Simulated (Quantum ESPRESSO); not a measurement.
A calculation with Quantum ESPRESSO 7.5 of ZnS (ASE script, Cartesian positions):

Contents of run.py:

```python
import numpy as np
from ase.calculators.espresso import Espresso, EspressoProfile
from ase.io import read

atoms = read('ZnS.xyz')

input_data = {
    'control': {'calculation': 'scf', 'prefix': 'pwscf', 'outdir': './tmp', 'tprnfor': True, 'tstress': True, 'disk_io': 'nowf'},
    'system': {'ecutwfc': 55.0, 'ecutrho': 440.0, 'nbnd': 20, 'occupations': 'smearing', 'smearing': 'fd', 'degauss': 0.00367493},
    'electrons': {'conv_thr': 4e-10, 'electron_maxstep': 120, 'mixing_beta': 0.5},
}
pseudopotentials = {'S': 's_pbe_v1.4.uspp.F.UPF', 'Zn': 'Zn_pbe_v1.uspp.F.UPF'}
profile = EspressoProfile(command='pw.x', pseudo_dir='pseudo')
dft = Espresso(profile=profile, input_data=input_data, pseudopotentials=pseudopotentials, kpts=(9, 9, 9), koffset=(0, 0, 0))
atoms.calc = dft

print(f'energy {atoms.get_potential_energy():.8f} eV')
print('forces (eV/A)')
print(np.round(atoms.get_forces(), 6))
print('stress (eV/A^3, Voigt)')
print(np.round(atoms.get_stress(), 8))
print(f'Fermi level {dft.get_fermi_level():.4f} eV')
```

ZnS.xyz

```xyz
2
Lattice="0.0000000000 2.7020000000 2.7020000000 2.7020000000 0.0000000000 2.7020000000 2.7020000000 2.7020000000 0.0000000000" Properties=species:S:1:pos:R:3 pbc="T T T"
Zn     4.0530000000      4.0530000000      4.0530000000
S      0.0000000000      0.0000000000      0.0000000000
```

Potentials or basis: SSSP 1.3 efficiency PBE.

The run is started by

```sh
$ OMP_NUM_THREADS=1 python run.py
```

Write the same calculation in another form: native input, structure typed inline.

As run:

File pw.in:

```
&CONTROL
  calculation = 'scf'
  prefix = 'pwscf'
  outdir = './tmp'
  pseudo_dir = './pseudo'
  tprnfor = .true.
  tstress = .true.
  disk_io = 'nowf'
/
&SYSTEM
  ibrav = 0
  nat = 2
  ntyp = 2
  ecutwfc = 55
  ecutrho = 440
  nbnd = 20
  occupations = 'smearing'
  smearing = 'fd'
  degauss = 0.00367493
/
&ELECTRONS
  conv_thr = 4d-10
  electron_maxstep = 120
  mixing_beta = 0.5
/
ATOMIC_SPECIES
Zn    65.3800 Zn_pbe_v1.uspp.F.UPF
S     32.0600 s_pbe_v1.4.uspp.F.UPF
CELL_PARAMETERS angstrom
   0.0000000000    2.7020000000    2.7020000000
   2.7020000000    0.0000000000    2.7020000000
   2.7020000000    2.7020000000    0.0000000000
ATOMIC_POSITIONS crystal
Zn     0.7500000000    0.7500000000    0.7500000000
S      0.0000000000    0.0000000000    0.0000000000
K_POINTS automatic
9 9 9 0 0 0
```

Potentials or basis: SSSP 1.3 efficiency PBE.

Command:

```sh
$ OMP_NUM_THREADS=1 pw.x -in pw.in > pw.out
```

Both were run:

|  | ASE script, Cartesian positions | native input, structure typed inline |
| --- | --- | --- |
| Pressure | 1.7 GPa | 1.7 GPa |
| Band gap on the k mesh | 2.11 eV, direct | 2.11 eV, direct |

Keys that steer only the numerical path or the files written may differ.
